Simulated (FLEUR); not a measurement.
Input of a FLEUR MaX-R8.1 (later development tree) run:

inp.xml

```xml
<?xml version="1.0" encoding="UTF-8" standalone="no"?>
<fleurInput fleurInputVersion="0.39">
   <comment>
      LiCl                                                                                                
   </comment>
   <calculationSetup>
      <cutoffs Kmax="4.1" Gmax="12.7" GmaxXC="12.7" numbands="0"/>
      <scfLoop itmax="60" minDistance="0.00001" maxIterBroyd="15" imix="Anderson" alpha="0.05" precondParam="0.0" spinf="2.0" sdNocoIR="T"/>
      <coreElectrons ctail="F" frcor="F" kcrel="0" coretail_lmax="0"/>
      <xcFunctional name="LibXC" relativisticCorrections="F">
         <LibXCName exchange="mgga_x_r2scan" correlation="mgga_c_r2scan"/>
         <AuxGGA exchange="117" correlation="130"/>
      </xcFunctional>
      <magnetism jspins="1"/>
      <soc l_soc="F" theta="0.0" phi="0.0" spav="F"/>
      <expertModes spex="0" secvar="F"/>
      <geometryOptimization l_f="F" forcealpha="1.0" forcemix="BFGS" epsdisp="0.00001" epsforce="0.00001"/>
      <ldaU l_linMix="F" mixParam="0.05" spinf="1.0"/>
   </calculationSetup>
   <cell>
      <bzIntegration valenceElectrons="10.0" mode="hist" fermiSmearingEnergy="0.00183747">
         <kPointListSelection listName="default-1"/>
         <!-- k-points included here -->
         <xi:include xmlns:xi="http://www.w3.org/2001/XInclude" href="kpts.xml"> </xi:include>
      </bzIntegration>
      <!-- symmetry operations included here -->
      <xi:include xmlns:xi="http://www.w3.org/2001/XInclude" href="sym.xml"> </xi:include>
      <bulkLattice scale="1.0">
         <bravaisMatrix>
            <row-1>    0.0000000000000000     4.8467128725903423     4.8467128725903423</row-1>
            <row-2>    4.8467128725903423     0.0000000000000000     4.8467128725903423</row-2>
            <row-3>    4.8467128725903423     4.8467128725903423     0.0000000000000000</row-3>
         </bravaisMatrix>
      </bulkLattice>
   </cell>
   <atomSpecies>
      <species name="Chlorine (Cl)" element="Cl" atomicNumber="17">
         <mtSphere radius="2.4" gridPoints="793" logIncrement="0.015"/>
         <atomicCutoffs lmax="10" lnonsphr="8"/>
         <electronConfig flipSpins="F">
            <coreConfig>(1s1/2) (2s1/2) (2p1/2) (2p3/2)</coreConfig>
            <valenceConfig>(3s1/2) (3p1/2) (3p3/2)</valenceConfig>
            <stateOccupation state="(3p1/2)" spinUp="0.833333" spinDown="0.833333"/>
            <stateOccupation state="(3p3/2)" spinUp="1.666667" spinDown="1.666667"/>
         </electronConfig>
         <energyParameters s="3" p="3" d="3" f="4"/>
         <lo type="SCLO" l="0" n="3" eDeriv="2"/>
         <lo type="SCLO" l="1" n="3" eDeriv="2"/>
         <lo type="SCLO" l="2" n="3" eDeriv="2"/>
         <lo type="SCLO" l="3" n="4" eDeriv="2"/>
      </species>
      <species name="Lithium (Li)" element="Li" atomicNumber="3">
         <mtSphere radius="2.08" gridPoints="687" logIncrement="0.014"/>
         <atomicCutoffs lmax="8" lnonsphr="6"/>
         <electronConfig flipSpins="F">
            <coreConfig></coreConfig>
            <valenceConfig>(1s1/2) (2s1/2)</valenceConfig>
            <stateOccupation state="(2s1/2)" spinUp="0.500000" spinDown="0.500000"/>
         </electronConfig>
         <energyParameters s="2" p="2" d="3" f="4"/>
         <lo type="SCLO" l="0" n="1" eDeriv="0"/>
         <lo type="SCLO" l="1" n="2" eDeriv="2"/>
         <lo type="SCLO" l="2" n="3" eDeriv="2"/>
      </species>
   </atomSpecies>
   <atomGroups>
      <atomGroup species="Chlorine (Cl)">
         <relPos label="                   1">1.000/2.000 1.000/2.000 1.000/2.000</relPos>
         <force calculate="T" relaxXYZ="TTT"/>
      </atomGroup>
      <atomGroup species="Lithium (Li)">
         <relPos label="                   2">.0000000000 .0000000000 .0000000000</relPos>
         <force calculate="T" relaxXYZ="TTT"/>
      </atomGroup>
   </atomGroups>
   <output dos="F" band="F" slice="F">
      <checks vchk="F" cdinf="F"/>
      <bandDOS minEnergy="-.5*Htr" maxEnergy="0.5*Htr" sigma="0.015" storeEVData="T"/>
      <vacuumDOS vacdos="F" integ="F" star="F" nstars="0" locx1="0.0" locy1="0.0" locx2="0.0" locy2="0.0" nstm="0" tworkf="0.0"/>
      <unfoldingBand unfoldBand="F" supercellX="1" supercellY="1" supercellZ="1"/>
      <plotting iplot="0" polar="F">
         <plot TwoD="T" vec1="  1.0  0.0  0.0" vec2="  0.0  1.0  0.0" vec3="  0.0  0.0  1.0" zero="  0.0  0.0  0.0" file="plot"/>
      </plotting>
      <chargeDensitySlicing numkpt="0" minEigenval="0.0" maxEigenval="0.0" nnne="0" pallst="F"/>
      <specialOutput eonly="F"/>
      <moessbauerParams electricFieldGradient="T" isomerShift="T" coreHyperfine="T" valenceHyperfine="T"/>
      <magneticCircularDichroism mcd="F" energyLo="-10.0" energyUp="0.0"/>
   </output>
  <!-- We include the file relax.xml here to enable relaxations (see documentation) -->
  <xi:include xmlns:xi="http://www.w3.org/2001/XInclude" href="relax.xml"> <xi:fallback/> </xi:include>
</fleurInput>
```

Contents of crystal.txt:

```
LiCl
&input cartesian=F /
0.0000000000  2.5647700000  2.5647700000
2.5647700000  0.0000000000  2.5647700000
2.5647700000  2.5647700000  0.0000000000
1.8897261246
1.0 1.0 1.0

2
17 0.5000000000  0.5000000000  0.5000000000
3 0.0000000000  0.0000000000  0.0000000000

&kpt div1=9 div2=9 div3=9 gamma=T /
```

File inp.xml (bands):

```
<?xml version="1.0" encoding="UTF-8" standalone="no"?>
<fleurInput fleurInputVersion="0.39">
   <comment>
      LiCl                                                                                                
   </comment>
   <calculationSetup>
      <cutoffs Kmax="4.1" Gmax="12.7" GmaxXC="12.7" numbands="0"/>
      <scfLoop itmax="60" minDistance="0.00001" maxIterBroyd="15" imix="Anderson" alpha="0.05" precondParam="0.0" spinf="2.0" sdNocoIR="T"/>
      <coreElectrons ctail="F" frcor="F" kcrel="0" coretail_lmax="0"/>
      <xcFunctional name="LibXC" relativisticCorrections="F">
         <LibXCName exchange="mgga_x_r2scan" correlation="mgga_c_r2scan"/>
         <AuxGGA exchange="117" correlation="130"/>
      </xcFunctional>
      <magnetism jspins="1"/>
      <soc l_soc="F" theta="0.0" phi="0.0" spav="F"/>
      <expertModes spex="0" secvar="F"/>
      <geometryOptimization l_f="F" forcealpha="1.0" forcemix="BFGS" epsdisp="0.00001" epsforce="0.00001"/>
      <ldaU l_linMix="F" mixParam="0.05" spinf="1.0"/>
   </calculationSetup>
   <cell>
      <bzIntegration valenceElectrons="10.0" mode="hist" fermiSmearingEnergy="0.00183747">
         <kPointListSelection listName="path-1"/>
         <!-- k-points included here -->
         <xi:include xmlns:xi="http://www.w3.org/2001/XInclude" href="kpts.xml"> </xi:include>
      </bzIntegration>
      <!-- symmetry operations included here -->
      <xi:include xmlns:xi="http://www.w3.org/2001/XInclude" href="sym.xml"> </xi:include>
      <bulkLattice scale="1.0">
         <bravaisMatrix>
            <row-1>    0.0000000000000000     4.8467128725903423     4.8467128725903423</row-1>
            <row-2>    4.8467128725903423     0.0000000000000000     4.8467128725903423</row-2>
            <row-3>    4.8467128725903423     4.8467128725903423     0.0000000000000000</row-3>
         </bravaisMatrix>
      </bulkLattice>
   </cell>
   <atomSpecies>
      <species name="Chlorine (Cl)" element="Cl" atomicNumber="17">
         <mtSphere radius="2.4" gridPoints="793" logIncrement="0.015"/>
         <atomicCutoffs lmax="10" lnonsphr="8"/>
         <electronConfig flipSpins="F">
            <coreConfig>(1s1/2) (2s1/2) (2p1/2) (2p3/2)</coreConfig>
            <valenceConfig>(3s1/2) (3p1/2) (3p3/2)</valenceConfig>
            <stateOccupation state="(3p1/2)" spinUp="0.833333" spinDown="0.833333"/>
            <stateOccupation state="(3p3/2)" spinUp="1.666667" spinDown="1.666667"/>
         </electronConfig>
         <energyParameters s="3" p="3" d="3" f="4"/>
         <lo type="SCLO" l="0" n="3" eDeriv="2"/>
         <lo type="SCLO" l="1" n="3" eDeriv="2"/>
         <lo type="SCLO" l="2" n="3" eDeriv="2"/>
         <lo type="SCLO" l="3" n="4" eDeriv="2"/>
      </species>
      <species name="Lithium (Li)" element="Li" atomicNumber="3">
         <mtSphere radius="2.08" gridPoints="687" logIncrement="0.014"/>
         <atomicCutoffs lmax="8" lnonsphr="6"/>
         <electronConfig flipSpins="F">
            <coreConfig></coreConfig>
            <valenceConfig>(1s1/2) (2s1/2)</valenceConfig>
            <stateOccupation state="(2s1/2)" spinUp="0.500000" spinDown="0.500000"/>
         </electronConfig>
         <energyParameters s="2" p="2" d="3" f="4"/>
         <lo type="SCLO" l="0" n="1" eDeriv="0"/>
         <lo type="SCLO" l="1" n="2" eDeriv="2"/>
         <lo type="SCLO" l="2" n="3" eDeriv="2"/>
      </species>
   </atomSpecies>
   <atomGroups>
      <atomGroup species="Chlorine (Cl)">
         <relPos label="                   1">1.000/2.000 1.000/2.000 1.000/2.000</relPos>
         <force calculate="T" relaxXYZ="TTT"/>
      </atomGroup>
      <atomGroup species="Lithium (Li)">
         <relPos label="                   2">.0000000000 .0000000000 .0000000000</relPos>
         <force calculate="T" relaxXYZ="TTT"/>
      </atomGroup>
   </atomGroups>
   <output dos="F" band="T" slice="F">
      <checks vchk="F" cdinf="F"/>
      <bandDOS minEnergy="-.5*Htr" maxEnergy="0.5*Htr" sigma="0.015" storeEVData="T"/>
      <vacuumDOS vacdos="F" integ="F" star="F" nstars="0" locx1="0.0" locy1="0.0" locx2="0.0" locy2="0.0" nstm="0" tworkf="0.0"/>
      <unfoldingBand unfoldBand="F" supercellX="1" supercellY="1" supercellZ="1"/>
      <plotting iplot="0" polar="F">
         <plot TwoD="T" vec1="  1.0  0.0  0.0" vec2="  0.0  1.0  0.0" vec3="  0.0  0.0  1.0" zero="  0.0  0.0  0.0" file="plot"/>
      </plotting>
      <chargeDensitySlicing numkpt="0" minEigenval="0.0" maxEigenval="0.0" nnne="0" pallst="F"/>
      <specialOutput eonly="F"/>
      <moessbauerParams electricFieldGradient="T" isomerShift="T" coreHyperfine="T" valenceHyperfine="T"/>
      <magneticCircularDichroism mcd="F" energyLo="-10.0" energyUp="0.0"/>
   </output>
  <!-- We include the file relax.xml here to enable relaxations (see documentation) -->
  <xi:include xmlns:xi="http://www.w3.org/2001/XInclude" href="relax.xml"> <xi:fallback/> </xi:include>
</fleurInput>
```

Potentials or basis: all-electron, FLAPW.

Run with:

```console
$ inpgen -f crystal.txt -profile fastHighL
$ # inp.xml edited to the form shown
$ fleur_MPI
$ fleur_MPI   # second run, on inp.xml (bands)
```

Predict the band gap on the k mesh.

7.21 eV, direct.

Estimate the band gap along the path.

7.21 eV, direct.

Levels at the corners of the path, in eV from the valence-band top:
```
point  band 1  band 2  band 3  band 4  band 5  band 6  band 7  band 8  band 9
    Γ  -44.75  -13.99    0.00    0.00    0.00    7.21   12.52   12.52   12.52
    X  -44.75  -13.16   -2.93   -1.12   -1.12    8.62    8.85   13.54   15.40
    W  -44.75  -13.17   -2.14   -2.14   -1.08   10.31   11.05   11.17   11.17
    K  -44.75  -13.19   -2.51   -1.80   -0.84    8.80   10.65   12.34   12.65
    Γ  -44.75  -13.99    0.00    0.00    0.00    7.21   12.52   12.52   12.52
    L  -44.75  -13.41   -2.86   -0.27   -0.27    7.51   10.26   10.26   14.11
    U  -44.75  -13.19   -2.51   -1.80   -0.84    8.80   10.65   12.34   12.65
    W  -44.75  -13.17   -2.14   -2.14   -1.08   10.31   11.05   11.17   11.17
    L  -44.75  -13.41   -2.86   -0.27   -0.27    7.51   10.26   10.26   14.11
    K  -44.75  -13.19   -2.51   -1.80   -0.84    8.80   10.65   12.34   12.65
    U  -44.75  -13.19   -2.51   -1.80   -0.84    8.80   10.65   12.34   12.65
    X  -44.75  -13.16   -2.93   -1.12   -1.12    8.62    8.85   13.54   15.40
```

Caveat: the meta-GGA is that of a development version, with a GGA for the radial functions and cores and without core tails. r2SCAN opens gaps a little over a GGA but as a rule still falls short of measured ones.
